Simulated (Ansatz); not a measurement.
The cell is COD entry 1541266, as deposited and not checked against the literature; nothing was relaxed. The listed cell was then made from it by scaling, straining or moving an atom.

An input for Ta: DFT, PBE, all-electron PAW with datasets made for the crystal, scalar-relativistic (Ansatz 0.2.0).

Command: `ansatz run input.yaml --threads 1 --pin off --max-ram 3072MiB --backend cpu --events-out ev --progress --plain --runs-dir out` The run took 25 s on 1 thread of Arm Neoverse V2, on a shared host, peak memory 0.8 GiB.

```yaml
crystal:
  lattice:
    - [-1.6347672, 1.6347672, 1.65128]
    - [1.6347672, -1.6347672, 1.65128]
    - [1.6347672, 1.6347672, -1.65128]
  atoms:
    - { symbol: Ta, position: [0.0, 0.0, 0.0] }
kpoints:
  mp_grid: { grid: [17, 17, 17] }
scf:
  occupations: { method: fermi_dirac, width: 0.08 }
hamiltonian:
  xc: pbe
  pseudopotentials: { kind: all_electron, datasets: crystal }
output:
  forces: true
  stress: true
  eigenvalues: true
  efg: { contact_densities: true }
```

Set-up and iterations as logged by Ansatz (the results part is left out, to be predicted):

```
hamiltonian.pseudopotentials.datasets: crystal makes datasets for this crystal and solves the spheres of its atoms anew in each pass: cutoff 240.0 eV, the density's 960.0 eV; for an error of 0.50 meV an atom under PBE, 0.5 meV for the cell; an energy difference from a run of another recipe may be off by several times the error for the cell, under r2SCAN by more, where some 0.1 meV an atom stays at smaller errors; Ta in spheres of 1.376 Å, 13 of its electrons in bands, 14 on its site; only band paths and densities of states list, in semicore columns, the levels of the semicore shells that are solved separately: 4f of Ta
Engine: ansatz 0.2.0
Pseudopotentials: kind: all_electron
Pseudopotential: Ta, paw, valence charge 27, recommended cutoff 240 eV (normal), Koelling and Harmon's equation, gaussian nucleus
Functional definition: PBE
  parameter kappa = 0.804
  parameter beta = 0.06672455060314922
  exchange = pbe_x(kappa = kappa, mu = beta*pi^2/3)
  correlation = pbe_c(beta = beta)
Crystal: 1 atoms, lattice volume = 17.652 Å³
Basis set: ecut = 240 eV, 141 PW (Γ), exchange–correlation on 30×30×30 points (8 copies of the dense FFT grid, shifted against one another)
Bands: 11, of which v1, the nominal top of the filled ones, is band 7 counted from 1 (6 counted from 0)
Symmetry: 16 space group operations
Space group: I4/mmm (ITA 139), of the structure as read, at distance tolerance 2.6e-5 Å
k-points: 405 of 4913
Non-local potential: Ta, projectors of the file, l = 0: 2, l = 1: 2, l = 2: 2
PAW form: soft (Blöchl's): semilocal exchange-correlation on the pseudo side does not see the compensation charge
PAW one-centre angular grid: Ta, 590 points (default); XC on its mesh's 1823 points in the sphere
Initial density: superposition of atomic densities (neutral atoms: chi_scale 0, normalization atom)
Initial wavefunctions: pseudopotential atomic-orbital guess
Functional: x = pbe(κ = 0.804, μ = 0.2195149727645171), c = pbe(β = 0.06672455060314922)
iter 1 solved again at ethr=1.09e-2 eV; its pass at ethr=1.00e-1 eV (dr2=1.42e0 eV) is discarded
SCF iter   1: F=—  HF=-424569.604535 eV  |F-HF|=—  |Δ(HF+E_count)|=         —  Δρ=8.21e-2  dr2=1.42e0  ethr=1.09e-2  ⟨swp⟩=2.1  Hψ=23778  notcnv=0
iter 2 solved again at ethr=6.22e-4 eV; its pass at ethr=1.09e-2 eV (dr2=8.09e-2 eV) is discarded
SCF iter   2: F=—  HF=-424569.132442 eV  |F-HF|=—  |Δ(HF+E_count)|=   4.72e-1  Δρ=2.30e-2  dr2=8.08e-2  ethr=6.22e-4  ⟨swp⟩=2.1  Hψ=18271  notcnv=0  defer=20
SCF iter   3: F=—  HF=-424569.105519 eV  |F-HF|=—  |Δ(HF+E_count)|=   2.69e-2  Δρ=4.87e-3  dr2=1.83e-3  ethr=6.21e-4  ⟨swp⟩=3.1  Hψ=9688  notcnv=0  defer=9
SCF iter   4: F=—  HF=-424569.104885 eV  |F-HF|=—  |Δ(HF+E_count)|=   6.35e-4  Δρ=1.25e-3  dr2=1.62e-4  ethr=1.41e-5  ⟨swp⟩=3.0  Hψ=10683  notcnv=0  defer=2
SCF iter   5: F=—  HF=-424569.105514 eV  |F-HF|=—  |Δ(HF+E_count)|=   6.30e-4  Δρ=1.81e-4  dr2=1.28e-6  ethr=1.25e-6  ⟨swp⟩=3.0  Hψ=11046  notcnv=0
SCF iter   6: F=—  HF=-424569.105515 eV  |F-HF|=—  |Δ(HF+E_count)|=   1.07e-6  Δρ=6.34e-5  dr2=1.55e-7  ethr=9.81e-9  ⟨swp⟩=2.6  Hψ=7516  notcnv=0
SCF iter   7: F=-424569.105516 eV  HF=-424569.105516 eV  |F-HF|=7.57e-10  |Δ(HF+E_count)|=   2.54e-7  Δρ=2.43e-6  dr2=2.42e-10  ethr=1.19e-9  ⟨swp⟩=3.0  Hψ=8432  notcnv=0
```

Question: What pressure will this run report?

Answer: 7.37 GPa (positive in compression).
